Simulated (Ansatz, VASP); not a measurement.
**KBr in VASP and in Ansatz**

```xyz
2
Lattice="0.4131 3.5115 3.5115 3.5115 0.4131 3.5115 3.5115 3.5115 0.4131" Properties=species:S:1:pos:R:3 pbc="T T T"
K     0.0000    0.0000    0.0000
Br    3.7180    3.7180    3.7180
```

Alike in both runs: task single point; functional PBEsol; k mesh 8 × 8 × 8; occupations gaussian, width 0.05 eV; no spin polarisation.

|  | VASP | Ansatz |
| --- | --- | --- |
| version | VASP 6.6.1 | Ansatz 0.2.0 |
| potentials or method | VASP PAW PBE potentials, release 64 (K_sv, Br) | scalar-relativistic, plane waves, PAW |
| plane-wave cutoff (eV) | 520 | 420 |
| valence electrons in the cell | 16 | 16 |

|  | VASP | Ansatz | Ansatz less VASP |
| --- | --- | --- | --- |
| gap on the k mesh at the Fermi level (eV) | 3.92 | 3.93 | +0.003 |
| least direct gap on the mesh (eV) | 3.92 | 3.93 | +0.003 |
| pressure (GPa) | -0.4 | -0.5 | -0.04 |
| largest component of the traceless stress (GPa) | 0.89 | 0.89 | +0.006 |

Caveats: the PAW data sets were made with another functional, which shifts forces and pressure a little (VASP). As with any semilocal functional, this PBEsol gap is likely too small. A k mesh can miss the band edges.
